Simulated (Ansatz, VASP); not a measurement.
**Br in VASP and in Ansatz**

```
Br
1.0
     0.00000    3.47212    3.47212
     3.47212    0.00000    3.47212
     3.47212    3.47212    0.00000
Br
2
Cartesian
  0.0000 0.0000 0.0000
  1.7361 1.7361 1.7361
```

Change from the starting cell: volume scaled by 0.975.

Alike in both runs: task single point; functional PBE; k mesh 14 × 14 × 14; occupations fermi-dirac, width 0.05 eV; no spin polarisation.

|  | VASP | Ansatz |
| --- | --- | --- |
| version | VASP 6.6.1 | Ansatz 0.2.0 |
| potentials or method | VASP PAW PBE potentials, release 64 (Br), cutoff 520 eV | all-electron LAPW, scalar-relativistic |

```csv
,VASP,Ansatz,Ansatz less VASP
pressure (GPa),0.4,0.4,0.00
```

Ansatz ran all-electron here, so the differences hold the error of VASP's frozen core and of both bases.
